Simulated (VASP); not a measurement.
# CoSi (P2_13) in VASP: a series of runs, part 2 of 3

VASP 6.6.1. The steps go on from the part before.

### 3 Relaxation of cell and atoms, PBE, collinear spin, ferromagnetic start

INCAR reads:

```
ALGO = Normal ; EDIFF = 1E-7
EDIFFG = -0.01 ; ENCUT = 580
GGA = PE ; IBRION = 2
ISIF = 3 ; ISMEAR = -1
ISPIN = 2 ; LASPH = T
LCHARG = F ; LMAXMIX = 4
LORBIT = 11 ; LREAL = F
LWAVE = F ; MAGMOM = 2 2 2 2 0 0 0 0
NELM = 120 ; NSW = 60
PREC = Accurate ; SIGMA = 0.05
```

KPOINTS reads:

```
k-points
0
Gamma
  6 6 6
```

POSCAR reads:

```
CoSi
1.0
    4.4380000000      0.0000000000      0.0000000000
    0.0000000000      4.4380000000      0.0000000000
    0.0000000000      0.0000000000      4.4380000000
Co Si
4 4
Direct
    0.8600000000      0.6400000000      0.3600000000
    0.6400000000      0.3600000000      0.8600000000
    0.3600000000      0.8600000000      0.6400000000
    0.1400000000      0.1400000000      0.1400000000
    0.1570000000      0.3430000000      0.6570000000
    0.3430000000      0.6570000000      0.1570000000
    0.6570000000      0.1570000000      0.3430000000
    0.8430000000      0.8430000000      0.8430000000
```

Potentials or basis: VASP PAW PBE potentials, release 64 (Co, Si).

On the command line:

```console
$ cat potpaw_PBE.64/Co/POTCAR potpaw_PBE.64/Si/POTCAR > POTCAR
$ mpirun -np 1 vasp_std > vasp.out
```

OUTCAR:

```text
EDIFF = 1E-7
   EDIFFG = -0.01
   ENCUT = 580
   GGA = PE
   IBRION = 2
   ISIF = 3
   ISMEAR = -1
   ISPIN = 2
   LASPH = T
   LORBIT = 11
   LREAL = F
   NELM = 120
   NSW = 60
   PREC = Accurate

 ion  position               nearest neighbor table
   1  0.860  0.640  0.360-   5 2.28   6 2.33   7 2.33   8 2.33   7 2.47   8 2.47   6 2.47   2 2.72
                             2 2.72   4 2.72   4 2.72   3 2.72   3 2.72
   2  0.640  0.360  0.860-   6 2.28   5 2.33   7 2.33   8 2.33   5 2.47   7 2.47   8 2.47   1 2.72
                             1 2.72   3 2.72   3 2.72   4 2.72   4 2.72
   3  0.360  0.860  0.640-   7 2.28   6 2.33   5 2.33   8 2.33   6 2.47   5 2.47   8 2.47   4 2.72
                             2 2.72   2 2.72   4 2.72   1 2.72   1 2.72
   4  0.140  0.140  0.140-   8 2.28   6 2.33   7 2.33   5 2.33   6 2.47   5 2.47   7 2.47   1 2.72
                             3 2.72   3 2.72   1 2.72   2 2.72   2 2.72
   5  0.157  0.343  0.657-   1 2.28   2 2.33   3 2.33   4 2.33   3 2.47   4 2.47   2 2.47   8 2.75
                             6 2.75   6 2.75   8 2.75   7 2.75   7 2.75
   6  0.343  0.657  0.157-   2 2.28   1 2.33   3 2.33   4 2.33   1 2.47   3 2.47   4 2.47   8 2.75
                             5 2.75   5 2.75   7 2.75   7 2.75   8 2.75
   7  0.657  0.157  0.343-   3 2.28   2 2.33   1 2.33   4 2.33   2 2.47   1 2.47   4 2.47   8 2.75
                             8 2.75   5 2.75   6 2.75   6 2.75   5 2.75
   8  0.843  0.843  0.843-   4 2.28   2 2.33   3 2.33   1 2.33   2 2.47   1 2.47   3 2.47   5 2.75
                             6 2.75   7 2.75   7 2.75   5 2.75   6 2.75

  LATTYP: Found a simple cubic cell.
 ALAT       =     4.4380000000

  Lattice vectors:

 A1 = (   4.4380000000,   0.0000000000,   0.0000000000)
 A2 = (   0.0000000000,   4.4380000000,   0.0000000000)
 A3 = (   0.0000000000,   0.0000000000,   4.4380000000)

Analysis of symmetry for initial positions (statically):
=====================================================================
 Subroutine PRICEL returns:
 Original cell was already a primitive cell.

 Routine SETGRP: Setting up the symmetry group for a
 simple cubic supercell.

 Subroutine GETGRP returns: Found 12 space group operations
 (whereof  3 operations were pure point group operations)
 out of a pool of 48 trial point group operations.

[... 189 lines left out ...]
  ext. energy  EPLUGINS =         0.00000000
  ---------------------------------------------------
  free energy    TOTEN  =       -54.73188675 eV

  energy without entropy =      -54.71731081  energy(sigma->0) =      -54.72459878

------------------------ aborting loop because EDIFF is reached ----------------------------------------

  FORCE on cell =-STRESS in cart. coord.  units (eV):
  Direction    XX          YY          ZZ          XY          YZ          ZX
  --------------------------------------------------------------------------------------
  -------------------------------------------------------------------------------------
  Total       -0.2195209     -0.2195209     -0.2195209      0.0000000      0.0000000      0.0000000
  in kB       -4.0236898     -4.0236898     -4.0236898      0.0000000      0.0000000      0.0000000
  external PRESSURE =      -4.0236898 kB  Pullay stress =       0.0000000 kB
[... 251 lines left out ...]
 number of electron      52.0000003 magnetization       0.0000000

 number of electron      52.0000003 magnetization      -0.0000000

 Free energy of the ion-electron system (eV)
  ---------------------------------------------------
  ext. energy  EPLUGINS =         0.00000000
  ---------------------------------------------------
  free energy    TOTEN  =       -54.75388754 eV

  energy without entropy =      -54.73996767  energy(sigma->0) =      -54.74692760

 E-fermi :  12.1538     XC(G=0): -12.8713

 val. band max:       12.1121717047   @ k =   0.0000   0.0000   0.0000
 cond. band min:      12.2017358588   @ k =   0.5000   0.5000   0.3333
 fundamental gap:      0.0895641541
 Fermi energy:        12.1537853386

 spin component 1

 k-point     1 :       0.0000    0.0000    0.0000
  band No.  band energies     occupation
      1      -1.5583      1.00000
      2       3.9388      1.00000
      3       3.9388      1.00000
      4       3.9388      1.00000
      5       6.6393      1.00000
      6       6.6393      1.00000
[... 901 lines left out ...]
     34      17.8959      0.00000
     35      17.8959      0.00000
 Fermi energy:        12.1537853386

 spin component 2

 k-point     1 :       0.0000    0.0000    0.0000
  band No.  band energies     occupation
      1      -1.5583      1.00000
      2       3.9388      1.00000
      3       3.9388      1.00000
      4       3.9388      1.00000
      5       6.6393      1.00000
      6       6.6393      1.00000
[... 936 lines left out ...]
  FREE ENERGIE OF THE ION-ELECTRON SYSTEM (eV)
  ---------------------------------------------------
  free  energy   TOTEN  =       -54.7538875387 eV

  energy  without entropy=      -54.7399676707  energy(sigma->0) =      -54.74692760

 reached required accuracy - stopping structural energy minimisation

 total charge

# of ion       s       p       d       tot
------------------------------------------
    1        0.437   0.618   7.566   8.620
    2        0.437   0.618   7.566   8.620
    3        0.437   0.618   7.566   8.620
    4        0.437   0.618   7.566   8.620
    5        0.725   0.884   0.000   1.609
    6        0.725   0.884   0.000   1.609
    7        0.725   0.884   0.000   1.609
    8        0.725   0.884   0.000   1.609
--------------------------------------------------
tot          4.646   6.009  30.263  40.918

 magnetization (x)

# of ion       s       p       d       tot
------------------------------------------
    1       -0.000   0.000  -0.000  -0.000
    2       -0.000   0.000  -0.000  -0.000
    3       -0.000   0.000  -0.000  -0.000
    4       -0.000   0.000  -0.000  -0.000
    5       -0.000   0.000   0.000   0.000
    6       -0.000   0.000   0.000   0.000
    7       -0.000   0.000   0.000   0.000
    8       -0.000   0.000   0.000   0.000
--------------------------------------------------
tot         -0.000   0.000  -0.000  -0.000
```

CONTCAR:

```text
CoSi
   1.00000000000000
     4.4295673587042774   -0.0000000000000000    0.0000000000000000
     0.0000000000000000    4.4295673587042774   -0.0000000000000000
     0.0000000000000000    0.0000000000000000    4.4295673587042774
  Co              Si
     4     4
Direct
     0.8549035107720914    0.6450964892279086    0.3549035107720913
     0.6450964892279086    0.3549035107720913    0.8549035107720914
     0.3549035107720913    0.8549035107720914    0.6450964892279086
     0.1450964892279087    0.1450964892279087    0.1450964892279087
     0.1568151350074799    0.3431848649925202    0.6568151350074798
     0.3431848649925202    0.6568151350074798    0.1568151350074799
     0.6568151350074798    0.1568151350074799    0.3431848649925202
     0.8431848649925202    0.8431848649925202    0.8431848649925202

  0.00000000E+00  0.00000000E+00  0.00000000E+00
  0.00000000E+00  0.00000000E+00  0.00000000E+00
  0.00000000E+00  0.00000000E+00  0.00000000E+00
  0.00000000E+00  0.00000000E+00  0.00000000E+00
  0.00000000E+00  0.00000000E+00  0.00000000E+00
  0.00000000E+00  0.00000000E+00  0.00000000E+00
  0.00000000E+00  0.00000000E+00  0.00000000E+00
  0.00000000E+00  0.00000000E+00  0.00000000E+00
```

It took 14 min on 1 thread of AMD EPYC 7R43 (Zen 3), shared host; peak memory 0.29 GiB.

Results:

- Free energy: -54.7539 eV
- Relaxed volume: 10.86 Å³/atom
- Relaxed cell: a = 4.430 Å, b = 4.430 Å, c = 4.430 Å, α = 90.00°, β = 90.00°, γ = 90.00°
- Space group after relaxing (to 0.05 Å): P2_13 (No. 198)
- Energy gained by relaxing: 2.8 meV/atom
- Ionic steps: 7
- Pressure after relaxing: 0.0 GPa
- Band gap on the k mesh: none (metal or under the smearing width)
- Net moment: 0.00 μB per cell
- Valence electrons inside the program's atomic spheres: Co 8.62; Si 1.61

Forces in eV/Å, atoms in the order of the input:
```
Co   0.001 -0.001  0.001
Co  -0.001  0.001  0.001
Co   0.001  0.001 -0.001
Co  -0.001 -0.001 -0.001
Si  -0.002  0.002 -0.002
Si   0.002 -0.002 -0.002
Si  -0.002 -0.002  0.002
Si   0.002  0.002  0.002
```

The path:
| step | energy change (eV) | largest force (eV/Å) | pressure (GPa) | volume (Å³) |
| --- | --- | --- | --- | --- |
| 1 | 0.0000 | 0.2702 | -0.40 | 87.41 |
| 2 | -0.0122 | 0.1862 | 0.19 | 87.06 |
| 3 | -0.0190 | 0.0836 | 1.19 | 86.54 |
| 4 | -0.0171 | 0.0778 | -1.70 | 87.56 |
| 5 | -0.0215 | 0.0585 | -0.08 | 86.97 |
| 6 | -0.0220 | 0.0135 | 0.02 | 86.92 |
| 7 | -0.0220 | 0.0028 | 0.03 | 86.91 |

Final structure:
```yaml
crystal:
  lattice:
    - [4.42957, 0.00000, 0.00000]
    - [0.00000, 4.42957, 0.00000]
    - [0.00000, 0.00000, 4.42957]
  atoms:
    - { symbol: Co, position: [0.85490, 0.64510, 0.35490] }
    - { symbol: Co, position: [0.64510, 0.35490, 0.85490] }
    - { symbol: Co, position: [0.35490, 0.85490, 0.64510] }
    - { symbol: Co, position: [0.14510, 0.14510, 0.14510] }
    - { symbol: Si, position: [0.15682, 0.34318, 0.65682] }
    - { symbol: Si, position: [0.34318, 0.65682, 0.15682] }
    - { symbol: Si, position: [0.65682, 0.15682, 0.34318] }
    - { symbol: Si, position: [0.84318, 0.84318, 0.84318] }
```

Caveat: the starting moments collapsed, and a magnetic state may lie lower.

### 4 Single point, PBE, collinear spin, ferromagnetic start

INCAR reads:

```
SYSTEM = CoSi
  ALGO = Normal
  EDIFF = 1E-6
  ENCUT = 520
  GGA = PE
  ISIF = 2
  ISMEAR = 0
  ISPIN = 2
  LASPH = .True.
  LCHARG = .False.
  LMAXMIX = 4
  LORBIT = 11
  LREAL = .False.
  LWAVE = .False.
  MAGMOM = 2 2 2 2 0 0 0 0
  NELM = 100
  PREC = Accurate
  SIGMA = 0.013000000000000001
```

KPOINTS reads:

```
k-points
0
Gamma
  6 6 6
  0 0 0
```

POSCAR is that of step 3.

On the command line:

```console
$ cat potpaw_PBE.64/Co/POTCAR potpaw_PBE.64/Si/POTCAR > POTCAR
$ mpirun -np 1 vasp_std > vasp.out
```

Run time: 1.8 min. Hardware: 1 thread of AMD EPYC 9R45 (Zen 5), shared host; peak memory 0.27 GiB.

Results (log left out):

```yaml
Free_energy: -54.7256 eV
Pressure: -0.4 GPa
Largest_force: 0.272 eV/Å
Band_gap_on_the_k_mesh: none (metal or under the smearing width)
Net_moment: 0.00 μB per cell
Valence_electrons_inside_the_program's_atomic_spheres: Co 8.61; Si 1.61
```

Forces in eV/Å, atoms in the order of the input:
```
Co  -0.157  0.157 -0.157
Co   0.157 -0.157 -0.157
Co  -0.157 -0.157  0.157
Co   0.157  0.157  0.157
Si   0.019 -0.019  0.019
Si  -0.019  0.019  0.019
Si   0.019  0.019 -0.019
Si  -0.019 -0.019 -0.019
```

Levels at points of the mesh, in eV from the Fermi level:
Spin up:
```csv
k point,band 24,band 25,band 26,band 27,band 28,band 29
"(0.00, 0.00, 0.00)",-0.76,0.01,0.01,0.01,2.48,2.48
"(0.50, 0.00, 0.00)",-0.65,-0.45,-0.45,1.01,1.01,1.47
"(0.50, 0.50, 0.00)",-0.99,-0.01,-0.01,0.58,0.58,2.00
"(0.50, 0.50, 0.50)",-1.20,-0.19,-0.19,-0.19,-0.19,5.35
```
Spin down:
```tsv
k point	band 24	band 25	band 26	band 27	band 28	band 29
(0.00, 0.00, 0.00)	-0.76	0.01	0.01	0.01	2.48	2.48
(0.50, 0.00, 0.00)	-0.65	-0.45	-0.45	1.01	1.01	1.47
(0.50, 0.50, 0.00)	-0.99	-0.01	-0.01	0.58	0.58	2.00
(0.50, 0.50, 0.50)	-1.20	-0.19	-0.19	-0.19	-0.19	5.35
```

Caveat: the starting moments collapsed, and a magnetic state may lie lower.

[end of part 2 of 3]
